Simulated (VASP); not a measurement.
Wanted: the native input for a VASP 6.6.1 run.

```
Task                   : relaxation of cell and atoms
Functional             : PBEsol
Potentials or basis    : VASP PAW PBE potentials, release 64 (Sn_d, Te)
Cutoff                 : 600 eV
k mesh                 : 10 × 10 × 10
Occupations            : gaussian, width 0.03 eV
Spin                   : no spin polarisation
Further INCAR settings : ALGO = Normal; EDIFF = 1e-06; IBRION = 2; EDIFFG = -0.01; NSW = 90; ISIF = 3
```

The structure of SnTe lies in POSCAR:

```
SnTe
1.0
    0.0000000000      3.1508500000      3.1508500000
    3.1508500000      0.0000000000      3.1508500000
    3.1508500000      3.1508500000      0.0000000000
Sn Te
1 1
Direct
    0.0000000000      0.0000000000      0.0000000000
    0.5000000000      0.5000000000      0.5000000000
```

These files were run (other wordings do the same):

INCAR

```
SYSTEM = SnTe
PREC = Accurate ; ENCUT = 600
EDIFF = 1E-6 ; ISMEAR = 0
SIGMA = 0.03 ; LREAL = .False.
LASPH = .True. ; NELM = 80
ALGO = Normal ; ISIF = 3
LWAVE = .False. ; LCHARG = .False.
GGA = PS ; IBRION = 2
NSW = 90 ; EDIFFG = -0.01
```

KPOINTS

```
Automatic mesh
0
Gamma
  10 10 10
  0 0 0
```

Potentials or basis: VASP PAW PBE potentials, release 64 (Sn_d, Te).

Command:

```console
$ cat potpaw_PBE.64/Sn_d/POTCAR potpaw_PBE.64/Te/POTCAR > POTCAR
$ mpirun -np 1 vasp_std > vasp.out
```

Results of the run:

* Relaxed volume: 31.10 Å³/atom
* Relaxed cell: a = 4.447 Å, b = 4.447 Å, c = 4.447 Å, α = 60.00°, β = 60.00°, γ = 60.00°
* Space group after relaxing (to 0.05 Å): Fm-3m (No. 225)
* Energy gained by relaxing: 0.2 meV/atom
* Ionic steps: 3
* Pressure after relaxing: 0.0 GPa
* Band gap on the k mesh: 0.16 eV, direct

Caveat: the PAW data sets were made with another functional, which shifts forces and pressure a little; spin-orbit coupling is left out, which moves the levels of the heavy elements.

It took 34 s on 1 thread of Intel(R) Xeon(R) 6975P-C (Granite Rapids), with other jobs on the host, peak memory 0.23 GiB.
